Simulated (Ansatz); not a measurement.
System: wurtzite InN. Method: PBEsol-D3(BJ) (plane waves, PAW; Ansatz, a quantum-chemistry and plane-wave program).

Run with plane-wave cutoff 520 eV, 12×12×6 k mesh (along the axes of the cell as run), Fermi–Dirac smearing 0.01 eV, scalar-relativistic PAW data made under PBE.

Shape and atoms are relaxed at each volume.

Pressure at four volumes; x = ln(V/15.182 Å³). One pressure is withheld.

```json
[
 {"V (Å³/atom)": "14.574", "x": "-0.0409", "P (GPa)": "?"},
 {"V (Å³/atom)": "14.878", "x": "-0.0202", "P (GPa)": "3.02"},
 {"V (Å³/atom)": "15.182", "x": "0.0000", "P (GPa)": "0.00"},
 {"V (Å³/atom)": "15.789", "x": "0.0392", "P (GPa)": "-5.11"}
]
```

Problem. Pass a parabola P(x) through the three rows shown, estimate the bulk modulus and its pressure derivative near zero pressure, and predict the withheld pressure.

Solution. Slopes between the rows: (0.00 − (3.02))/(0.0000 − (-0.0202)) = -149.50 and (-5.11 − (0.00))/(0.0392 − (0.0000)) = -130.36 GPa. Their difference over the span 0.0594 is c = 19.14/0.0594 = 322.2 GPa, so P(x) = 3.02 + (-149.50)(x − (-0.0202)) + 322.2 (x − (-0.0202))(x − (0.0000)). At the middle row B = −dP/dx = −[-149.50 + 322.2 × 0.0202] = 143.0 GPa, and B′ = dB/dP = 2c/B = 4.5. At x = -0.0409 the parabola gives 6.39 GPa; the run gives 6.40 GPa. The Birch–Murnaghan fit to the energies at all volumes has B0 = 143 GPa and B′ = 4.6.

Measured, for comparison: bulk modulus 126 GPa (room temperature, not corrected to a static lattice; as tabulated in Phys. Rev. B 49, 14 (GaN and InN under pressure), abstract). Computed (rounded) less measured: bulk modulus +13 %.

Note: the gap of the solid is closed in this run; this level leaves the solid without a gap, although one is measured; the bulk modulus comes from volumes at which shape and atoms were relaxed.

Spin–orbit coupling is not included; it can open a gap where bands touch, and shift volumes and moduli.
